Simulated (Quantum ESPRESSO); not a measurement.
# C (Fd-3m) in Quantum ESPRESSO: further runs, part 2 of 3

Quantum ESPRESSO 7.5. Earlier steps stand in the parts before.

### Step 3. Energy-loss spectrum, PBEsol

Contents of pw.in:

```
&CONTROL
  calculation = 'scf'
  prefix = 'pwscf'
  outdir = './tmp'
  pseudo_dir = './pseudo'
  tprnfor = .true.
  tstress = .true.
  disk_io = 'low'
  verbosity = 'high'
/
&SYSTEM
  ibrav = 0
  nat = 2
  ntyp = 1
  ecutwfc = 88
  nbnd = 9
  input_dft = 'pbesol'
  occupations = 'smearing'
  smearing = 'mp'
  degauss = 0.01469973
/
&ELECTRONS
  conv_thr = 4d-10
  electron_maxstep = 120
  mixing_beta = 0.9
  diagonalization = 'paro'
/
ATOMIC_SPECIES
C     12.0110 C_ONCV_PBE-1.2.upf
CELL_PARAMETERS angstrom
   0.0000000000    1.7833700000    1.7833700000
   1.7833700000    0.0000000000    1.7833700000
   1.7833700000    1.7833700000    0.0000000000
ATOMIC_POSITIONS crystal
C      0.7500000000    0.7500000000    0.7500000000
C      0.5000000000    0.5000000000    0.5000000000
K_POINTS automatic
11 11 11 0 0 0
```

Contents of scf2.in:

```
&CONTROL
  calculation = 'scf'
  prefix = 'pwscf'
  outdir = './tmp'
  pseudo_dir = './pseudo'
  tprnfor = .true.
  tstress = .true.
  disk_io = 'low'
  verbosity = 'high'
/
&SYSTEM
  ibrav = 0
  nat = 2
  ntyp = 1
  ecutwfc = 88
  nbnd = 9
  input_dft = 'pbesol'
  occupations = 'fixed'
/
&ELECTRONS
  conv_thr = 1d-11
  electron_maxstep = 120
  mixing_beta = 0.9
  diagonalization = 'paro'
  startingpot = 'file'
  startingwfc = 'file'
/
ATOMIC_SPECIES
C     12.0110 C_ONCV_PBE-1.2.upf
CELL_PARAMETERS angstrom
   0.0000000000    1.7833700000    1.7833700000
   1.7833700000    0.0000000000    1.7833700000
   1.7833700000    1.7833700000    0.0000000000
ATOMIC_POSITIONS crystal
C      0.7500000000    0.7500000000    0.7500000000
C      0.5000000000    0.5000000000    0.5000000000
K_POINTS automatic
11 11 11 0 0 0
```

Contents of eels.in:

```
&LR_INPUT
  prefix = 'pwscf'
  outdir = './tmp'
  restart_step = 5000
  restart = .false.
/
&LR_CONTROL
  calculator = 'lanczos'
  approximation = 'TDDFT'
  q1 = 0
  q2 = 0
  q3 = 0.04013992772
  itermax = 300
/
```

Contents of spectrum.in:

```
&LR_INPUT
  prefix = 'pwscf'
  outdir = './tmp'
  eels = .true.
  itermax0 = 300
  itermax = 20000
  extrapolation = 'osc'
  epsil = 0.05
  units = 1
  start = 0
  end = 40
  increment = 0.2
/
```

Contents of spectrum_short.in:

```
&LR_INPUT
  prefix = 'pwscf'
  outdir = './tmp'
  eels = .true.
  itermax0 = 200
  itermax = 20000
  extrapolation = 'osc'
  epsil = 0.05
  units = 1
  start = 0
  end = 40
  increment = 0.2
/
```

Potentials or basis: SG15 PBE 1.2.

Launch:

```sh
OMP_NUM_THREADS=1 pw.x -in pw.in > pw.out
OMP_NUM_THREADS=1 pw.x -in scf2.in > scf2.out
OMP_NUM_THREADS=1 turbo_eels.x -in eels.in > eels.out
OMP_NUM_THREADS=1 turbo_spectrum.x -in spectrum.in > spectrum.out
OMP_NUM_THREADS=1 turbo_spectrum.x -in spectrum_short.in > spectrum_short.out
```

pw.out:

```text
This program is part of the open-source Quantum ESPRESSO suite
     for quantum simulation of materials; please cite
         "P. Giannozzi et al., J. Phys.:Condens. Matter 21 395502 (2009);
         "P. Giannozzi et al., J. Phys.:Condens. Matter 29 465901 (2017);
         "P. Giannozzi et al., J. Chem. Phys. 152 154105 (2020);
     in publications or presentations arising from this work. More details at

     IMPORTANT: XC functional enforced from input :
     Exchange-correlation= PBESOL
                           (   1   4  10   8   0   0   0)
     Any further DFT definition will be discarded
     Please, verify this is what you really want

     Message from routine setup:
     using ibrav=0 with symmetry is DISCOURAGED, use correct ibrav instead

     G-vector sticks info
[... 1260 lines left out ...]
     The core correction contribution to forces
     atom    1 type  1   force =     0.00000000    0.00000000    0.00000000
     atom    2 type  1   force =     0.00000000    0.00000000    0.00000000
     The Hubbard contrib.    to forces
     atom    1 type  1   force =     0.00000000    0.00000000    0.00000000
     atom    2 type  1   force =     0.00000000    0.00000000    0.00000000
     The SCF correction term to forces
     atom    1 type  1   force =    -0.00000000   -0.00000000   -0.00000000
     atom    2 type  1   force =     0.00000000    0.00000000   -0.00000000

     Total force =     0.000000     Total SCF correction =     0.000000

     Computing stress (Cartesian axis) and pressure

          total   stress  (Ry/bohr**3)                   (kbar)     P=      -27.10
  -0.00018422   0.00000000  -0.00000000          -27.10        0.00       -0.00
  -0.00000000  -0.00018422   0.00000000           -0.00      -27.10        0.00
  -0.00000000  -0.00000000  -0.00018422           -0.00       -0.00      -27.10

     kinetic stress (kbar)  21510.57      0.00     -0.00
                                0.00  21510.57     -0.00
                               -0.00     -0.00  21510.57

     local   stress (kbar)  -3520.89      0.00      0.00
                                0.00  -3520.89      0.00
                                0.00      0.00  -3520.89

     nonloc. stress (kbar)   1342.25     -0.00     -0.00
                               -0.00   1342.25     -0.00
                               -0.00     -0.00   1342.25

     hartree stress (kbar)   1216.12      0.00      0.00
                                0.00   1216.12     -0.00
                                0.00     -0.00   1216.12

     exc-cor stress (kbar)  -4193.20      0.00     -0.00
                                0.00  -4193.20      0.00
                               -0.00      0.00  -4193.20

     corecor stress (kbar)      0.00      0.00      0.00
                                0.00      0.00      0.00
                                0.00      0.00      0.00

     ewald   stress (kbar) -16381.96     -0.00      0.00
                               -0.00 -16381.96     -0.00
                                0.00     -0.00 -16381.96

     hubbard stress (kbar)      0.00      0.00      0.00
                                0.00      0.00      0.00
                                0.00      0.00      0.00

     DFT-D   stress (kbar)      0.00      0.00      0.00
                                0.00      0.00      0.00
                                0.00      0.00      0.00

     XDM     stress (kbar)      0.00      0.00      0.00
                                0.00      0.00      0.00
                                0.00      0.00      0.00

     dft-nl  stress (kbar)      0.00      0.00      0.00
                                0.00      0.00      0.00
                                0.00      0.00      0.00

     TS-vdW  stress (kbar)      0.00      0.00      0.00
                                0.00      0.00      0.00
                                0.00      0.00      0.00

     MDB     stress (kbar)      0.00      0.00      0.00
                                0.00      0.00      0.00
                                0.00      0.00      0.00

     3D-RISM stress (kbar)      0.00      0.00      0.00
                                0.00      0.00      0.00
                                0.00      0.00      0.00

=------------------------------------------------------------------------------=
   JOB DONE.
=------------------------------------------------------------------------------=
```

scf2.out:

```text
This program is part of the open-source Quantum ESPRESSO suite
     for quantum simulation of materials; please cite
         "P. Giannozzi et al., J. Phys.:Condens. Matter 21 395502 (2009);
[... 1300 lines left out ...]

     MDB     stress (kbar)      0.00      0.00      0.00
                                0.00      0.00      0.00
                                0.00      0.00      0.00

     3D-RISM stress (kbar)      0.00      0.00      0.00
                                0.00      0.00      0.00
                                0.00      0.00      0.00

=------------------------------------------------------------------------------=
   JOB DONE.
=------------------------------------------------------------------------------=
```

eels.out:

```text
This program is part of the open-source Quantum ESPRESSO suite
     for quantum simulation of materials; please cite
         "P. Giannozzi et al., J. Phys.:Condens. Matter 21 395502 (2009);
         "P. Giannozzi et al., J. Phys.:Condens. Matter 29 465901 (2017);
         "P. Giannozzi et al., J. Chem. Phys. 152 154105 (2020);
     in publications or presentations arising from this work. More details at

[... 366 lines left out ...]
     gamma(00000300)= 44.240406
     z1=       1 -0.429759298080261E-03 -0.208037868516263E-10
     End of Lanczos iterations

     Finished linear response calculation...

     US routines

     EELS routines

=------------------------------------------------------------------------------=
   JOB DONE.
=------------------------------------------------------------------------------=
```

Wall time 3.7 min (1 thread of Arm Neoverse V2, shared host); peak memory 0.4 GiB.

What came out:

| Item | Value |
| --- | --- |
| Free energy | -309.4310 eV |
| Pressure | -2.7 GPa |
| Band gap on the k mesh | 3.99 eV, indirect (least direct gap 5.54 eV) |
| Peak of the energy-loss function | 35.2 eV |

Levels at points of the mesh, in eV from the valence-band top:
```csv
k point,band 1,band 2,band 3,band 4,band 5,band 6,band 7,band 8,band 9
"(0.00, 0.00, 0.00)",-21.55,0.00,0.00,0.00,5.54,5.54,5.54,13.31,18.92
```

Energy-loss function at q = [0.0, 0.0, 0.1] (Å⁻¹, cartesian):
```csv
energy (eV),loss
0.0,0.000
1.8,0.003
3.4,0.006
5.2,0.010
7.0,0.022
8.6,0.045
10.4,0.065
12.2,0.090
13.8,0.124
15.6,0.185
17.4,0.290
19.0,0.429
20.8,0.613
22.4,0.759
24.2,0.911
26.0,1.108
27.6,1.337
29.4,1.601
31.2,1.845
32.8,2.106
34.6,2.410
36.4,2.255
38.0,1.626
39.8,1.001
```

Caveat: the potentials were made for another functional, which shifts forces and pressure; this smearing can shift energies of a crystal with a gap; an odd mesh through Γ misses points on the zone boundary, where band edges often lie.

[end of part 2 of 3]
